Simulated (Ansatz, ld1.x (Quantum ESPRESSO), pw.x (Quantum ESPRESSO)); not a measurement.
## barium (Ba): one change to the TM potential, in the atom and in the fcc crystal

- Element: Ba (Z = 56)
- Generator: ld1.x (Quantum ESPRESSO) 7.5
- Type: norm-conserving Troullier–Martins (Kleinman–Bylander form)
- Functional: PBE
- Relativity: scalar-relativistic
- Frozen core: [Xe]
- Valence charge: 2
- Reference configuration: 5d0 6s1 6p0 (charge +1)
- Partial waves: 6p (bound, empty): rc 3.75 bohr; 5d (bound, empty): rc 3.25 bohr; 6s (bound): rc 4.20 bohr
- Local potential: the s channel
- Core correction: none

Change: all radii scaled by about 1.24 (s 5.20, p 4.64, d 4.02 bohr).

Cutoffs, loose and tight: the cutoffs (Ry, on a coarse ladder) from which the occupation-weighted sum of valence levels, in a spherical-Bessel basis at the reference potential, stays within 10 and 1 mRy of its value at 400 Ry. They do not see the model core or the augmentation charge, which bear on the density cutoff. Test errors are all-electron minus pseudo excitation energies from the reference, over the configurations 5d0 6s2 6p0; 5d0 6s1.5 6p0; 5d0 6s1 6p1; 5d1 6s1 6p0; 5d0.5 6s1.5 6p0; 5d0 6s0 6p2; 5d0 6s0 6p1; variants that change the core or the reference have their own tests.

Crystal test: fcc Ba in pw.x 7.5, no spin, 9³ k-points, Fermi–Dirac smearing 0.01 Ry, cutoffs set for each file from its atomic test. The reference is all-electron LAPW (Ansatz 0.2.0) with the same functional, mesh and smearing; V0 and B0 come from Birch–Murnaghan fits to the pressures at five volumes. Errors are pseudo minus all-electron; Δ is the rms difference of the E(V) curves that follow from these fits, minima aligned, over ±6 % about the mean V0. Mesh and smearing are coarse, so the numbers serve the comparison and aren't converged zero-temperature values; the lattice is a test structure that the element need not adopt.

All-electron: a0 = 6.363 Å (V0 = 64.40 Å³/atom), B0 = 8.0 GPa.

Q: Does the change bring the crystal closer to the all-electron result?

A: The mean pressure error goes from -1.08 to -1.24 GPa, so the change moves the solid further from the all-electron pressures. Neither pressure curve crosses zero within the volumes sampled, so no fits are given.

```json
{"quantity": "outcome (atom)", "base": "generated", "changed": "generated"}
{"quantity": "cutoff, loose (atom)", "base": "6 Ry", "changed": "6 Ry"}
{"quantity": "cutoff, tight (atom)", "base": "6 Ry", "changed": "6 Ry"}
{"quantity": "bound ghosts (atom)", "base": "none", "changed": "none"}
{"quantity": "largest test error (meV) (atom)", "base": "+431", "changed": "+295"}
{"quantity": "cutoffs in pw.x (Ry)", "base": "35/140", "changed": "35/140"}
{"quantity": "mean pressure error (GPa)", "base": "-1.08", "changed": "-1.24"}
```

Base: This is a poor potential for the solid. Changed file: The largest radius (5.20 bohr) exceeds half the bond length (4.25 bohr), so the spheres overlap, which is one possible source of error among others. This is a poor potential for the solid. The atomic cutoffs weigh occupied waves only.
